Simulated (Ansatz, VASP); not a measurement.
Two plane-wave programs on Si

```
Si
1.0
     0.00000    1.91083    1.96816
     1.91083    0.00000    1.96816
     1.91083    1.91083    0.00000
Si
1
Direct
  0.00000 0.00000 0.00000
```

Change from the starting cell: strain +0.000 along x and y, +0.030 along z, atoms carried along.

Alike in both runs: task single point; functional LDA; k mesh 22 × 22 × 22; occupations gaussian, width 0.15 eV; no spin polarisation.

|  | VASP | Ansatz |
| --- | --- | --- |
| version | VASP 6.6.1 | Ansatz 0.2.0 |
| potentials or method | VASP PAW LDA potentials, release 64 (Si) | scalar-relativistic, plane waves, PAW |
| plane-wave cutoff (eV) | 520 | 420 |
| valence electrons in the cell | 4 | 4 |

Ansatz gave:

- gap on the k mesh at the Fermi level (eV): none
- pressure (GPa): -2.9
- largest component of the traceless stress (GPa): 0.13

Question: What did VASP give for the same quantities?

Answer: gap on the k mesh at the Fermi level (eV): none; pressure (GPa): -2.8; largest component of the traceless stress (GPa): 0.13.

A gap of «none» marks a metal or a gap that the smearing closes.
